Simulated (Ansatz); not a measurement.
## SiC: clamped-ion strain scan

Level of theory: DFT PBE, scalar-relativistic, plane waves, PAW (Ansatz 0.2.0). Settings: plane waves to 420 eV, k-mesh 10×10×10 (Γ-centred), Gaussian smearing 0.05 eV. No spin polarisation. Energies are free energies at this smearing, counted from the undisturbed cell; pressure is positive in compression.

The undisturbed cell (relaxed at this level):

```
Si C
1.0
     0.00000    2.18986    2.18986
     2.18986    0.00000    2.18986
     2.18986    2.18986    0.00000
Si C
1 1
Direct
  0.00000 0.00000 0.00000
  0.75000 0.75000 0.75000
```

The cell is strained by ε times the Voigt pattern (0, 0, 0, 1, 0, 0) (xx, yy, zz, yz, xz, xy; engineering shear) with fractional coordinates fixed.

```tsv
ε	ΔE (meV/atom)
-0.1500	197.8
-0.0750	48.7
0.0000	0.0
0.0187	3.0
0.0375	12.1
0.0562	27.3
0.0937	76.3
0.1125	110.3
0.1312	150.6
```

Task: Predict the gap on the mesh (eV) at each point.

Result:
```
      ε  gap on the mesh (eV)
-0.1500                  0.23
-0.0750                  0.95
 0.0000                  1.37
 0.0187                  1.31
 0.0375                  1.21
 0.0562                  1.09
 0.0937                  0.79
 0.1125                  0.62
 0.1312                  0.43
```